## Two missing gaps in expanding magnesium sulfide

Rocksalt MgS is expanded evenly, so that its shape stays the same and only the distance between Mg and S grows. How does its band gap respond, and what is the gap at the two volumes where the table shows a question mark?

Rocksalt MgS at evenly scaled, fixed geometries, computed with GPAW 26.7.0 using PBE, PAW data sets (gpaw-data 1.2.1) and a 650 eV plane-wave cutoff, without spin polarisation or spin–orbit coupling. Both gaps are differences between PBE levels on a 3 × 3 × 3 k mesh that includes Γ, with Fermi–Dirac smearing of 0.001 eV.

```
volume (Å³/atom)  shortest distance (Å)  gap on mesh (eV)  direct gap on mesh (eV)
          16.553                  2.549             3.979                    4.195
          16.905                  2.566             3.925                    4.016
          17.257                  2.584             3.846                    3.846
          17.610                  2.602                 ?                        ?
          17.962                  2.619                 ?                        ?
          18.314                  2.636             3.380                    3.380
          18.666                  2.653             3.238                    3.238
```

The gap on mesh is the energy from the highest filled level to the lowest empty one, taken over all the electron waves (k points) that the calculation samples. The direct gap on mesh compares filled and empty levels of the same wave. In the known rows the direct gap falls smoothly. The gap on mesh starts lower, falls gently, and from 17.257 Å³/atom on equals the direct gap.

### Two conduction states in competition

The level energies of the same runs explain the bend. The highest filled level always sits at Γ, the wave that repeats with the same phase in every cell. In the two smallest cells the lowest empty level belongs to another wave, two thirds of the way from Γ to the zone-boundary point X. In the larger known cells it is at Γ as well.

The two empty levels respond very differently to volume. Measured from the filled level at Γ, the empty Γ level comes down by about 8 eV per unit of ln V, where V is the volume per atom, and the side level by only 2.7 eV. Both gaps start from the same filled level, so the difference must come from the empty states.

Orbital theory offers a reason, though the runs give no orbital weights to confirm it. The empty Γ state is built mainly from s orbitals on Mg and S with opposite signs, so it is antibonding. Squeezing the crystal increases the overlap and pushes this state up; expansion relieves the push. Away from Γ the phase changes from cell to cell, and symmetry lets other orbitals mix in, with p and d character. Such a mixed state depends less on that one antibonding contact.

Does the filled level, mainly sulfur 3p, move up to meet the empty one? That depends on the ruler, because crystals of different volume share no natural zero of energy. Measured from the deep Mg 2p level, the filled level rises by 0.26 eV over the whole series; measured from the sulfur 3s level at Γ, it drops by 0.69 eV. Each ruler shifts with its own surroundings. The empty Γ level drops against both. The gap itself needs no ruler, because it is the difference between two levels of the same crystal, and it narrows.

### The forecast

The change of a gap per unit of ln V is called a deformation potential. Here it weakens from −8.5 eV in the first step to −7.5 eV in the last, as expected if overlap fades more slowly at longer distance. A quadratic curve allows for this. With x = ln(V/17.610), a fit to the five known direct gaps gives

direct gap ≈ 3.683 − 7.943 x + 5.253 x² (in eV).

For V = 17.962, which was not part of the fit, x = 0.0198. The gap is then 3.683 − 0.157 + 0.002 ≈ 3.53 eV. The forecasts are:

- 17.610 Å³/atom: direct gap 3.68 ± 0.01 eV
- 17.962 Å³/atom: direct gap 3.53 ± 0.01 eV
- In both rows, the gap on mesh equals the direct gap.

The error bar is a judgement. It covers the disagreement with a simpler law, in which the gap is a constant plus a term proportional to 1/d², with d the Mg–S distance, and leaves room for small jumps of the plane-wave basis. The last forecast rests on the side level. Its gap is 3.87 eV at 17.257 and 3.71 eV at 18.314 Å³/atom, so in between it should stay above both forecast values.

The withheld rows as computed:

```
volume (Å³/atom)  shortest distance (Å)  gap on mesh (eV)  direct gap on mesh (eV)
          17.610                  2.602             3.683                    3.683
          17.962                  2.619             3.528                    3.528
```

All three forecasts hold. The fitted curve misses each direct gap by less than 0.001 eV, so the error bar was generous. The 1/d² law comes out about 0.005 eV too high in both rows because it bends too little. The close hits show that the Γ gap varies smoothly between its neighbours; they don't prove the orbital explanation. The printed output below gives the fits in full.

### What the numbers mean in use

Near the middle of the series, 1 % more volume lowers the Γ gap by about 0.08 eV. To guess how a similar crystal responds, ask first which empty state forms the edge: an s-like antibonding state at Γ usually reacts strongly to volume.

The merging columns do not make MgS a direct-gap material. The sampled waves leave out X itself, where PBE is known to place the lowest empty level near the equilibrium volume. The gap on mesh is therefore only an upper limit to the true PBE gap, and its trend need not be that of the true gap either. Some empty levels even move away from the filled one on expansion: the second empty level at the side point does so by 0.32 eV over the series.

PBE also makes gaps too small. The G0W0 method, applied in the same runs, gives larger direct gaps that fall by 1.05 eV over the series, against 0.96 eV in PBE. Its extrapolation to a complete basis is poor, so this supports the direction of the trend more than its exact size.

Numerical output:

```
fit of direct_gap_on_mesh on 5 rows: constant 3.683 +/- 0.00033, coefficient of x -7.943 +/- 0.0035, coefficient of x**2 5.253 +/- 0.13; rms 0.000232, worst 18.314 -0.000309, leave-one-out rms 0.00076
  rows outside the fit (model, value, miss): 17.61 3.683, 3.683, -1.07e-05; 17.962 3.528, 3.528, -0.000164
fit of direct_gap_on_mesh on 5 rows: constant -8.225 +/- 0.062, coefficient of invd2 80.64 +/- 0.42; rms 0.00329, worst 17.257 0.00455, leave-one-out rms 0.00593
  rows outside the fit (model, value, miss): 17.61 3.689, 3.683, 0.00564; 17.962 3.532, 3.528, 0.00448
Error bar of both forecasts, set by judgement (eV): 0.01
Rival less main forecast at 17.610 (eV): 0.005646
Rival less main forecast at 17.962 (eV): 0.00464
Interpolated gap to the side point at 17.610 (eV): n/a
Interpolated gap to the side point at 17.962 (eV): n/a
Mean slope of the Gamma gap per unit of ln V (eV): -7.966
Mean slope of the gap to the side point per unit of ln V (eV): -2.68
Ratio of the two slopes: 2.972
Slope of the Gamma gap in the first step (eV): -8.507
Slope of the Gamma gap in the last step (eV): -7.459
Shift of the valence top against Mg 2p, first to last row (eV): 0.2575
Shift of the Gamma conduction level against Mg 2p, first to last row (eV): -0.6994
Change of the PBE direct gap, first to last row (eV): -0.957
Change of the G0W0 direct gap, first to last row (eV): -1.05
Gap on mesh against direct gap:
     row  difference in eV
  16.553            -0.216
  16.905            -0.091
  17.257                 0
   17.61                 0
  17.962                 0
  18.314                 0
  18.666                 0
```
